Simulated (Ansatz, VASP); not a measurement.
# S: VASP beside Ansatz

The input INCAR:

```
SYSTEM = S
ALGO = Normal
EDIFF = 1E-6
ENCUT = 520
GGA = PE
ISIF = 2
ISMEAR = -1
LASPH = .TRUE.
LCHARG = .FALSE.
LREAL = .FALSE.
LWAVE = .FALSE.
NBANDS = 13
NELM = 80
PREC = Accurate
SIGMA = 0.08
```

The input KPOINTS:

```
k-points
0
G
  13 13 13
  0 0 0
```

Contents of POSCAR:

```
S
1.0
    0.0000000000      2.6300096372      2.6300096372
    2.6300096372      0.0000000000      2.6300096372
    2.6300096372      2.6300096372      0.0000000000
S
2
Direct
   -0.1250000000     -0.1250000000     -0.1250000000
    0.1250000000      0.1250000000      0.1250000000
```

Input for Ansatz:

```yaml
crystal:
  lattice:
    - [0.0, 2.6300096372, 2.6300096372]
    - [2.6300096372, 0.0, 2.6300096372]
    - [2.6300096372, 2.6300096372, 0.0]
  atoms:
    - { symbol: S, position: [-0.125, -0.125, -0.125] }
    - { symbol: S, position: [0.125, 0.125, 0.125] }
kpoints:
  mp_grid: { grid: [13, 13, 13] }
scf:
  occupations: { method: fermi_dirac, width: 0.08 }
hamiltonian:
  xc: pbe
  pseudopotentials: { kind: paw }
output:
  forces: true
  stress: true
  eigenvalues: true
  populations: true
```

Change from the starting cell: volume scaled by 0.75, PAW files.

Alike in both runs: task single point; functional PBE; k mesh 13 × 13 × 13; occupations fermi-dirac, width 0.08 eV; no spin polarisation.

```csv
,VASP,Ansatz
version,VASP 6.6.1,Ansatz 0.2.0
potentials or method,"VASP PAW PBE potentials, release 64 (S)","PAW with Ansatz's default frozen-core files, scalar-relativistic"
plane-wave cutoff (eV),520,420
valence electrons in the cell,12,12
```

|  | VASP | Ansatz | Ansatz less VASP |
| --- | --- | --- | --- |
| pressure (GPa) | 20.1 | 20.2 | +0.14 |

With one functional, cell and mesh, what is left measures potentials, basis and numerics.

Caveats: so large a pressure means that the cell lies far from this level's equilibrium, or that cutoff or potentials fall short (VASP).
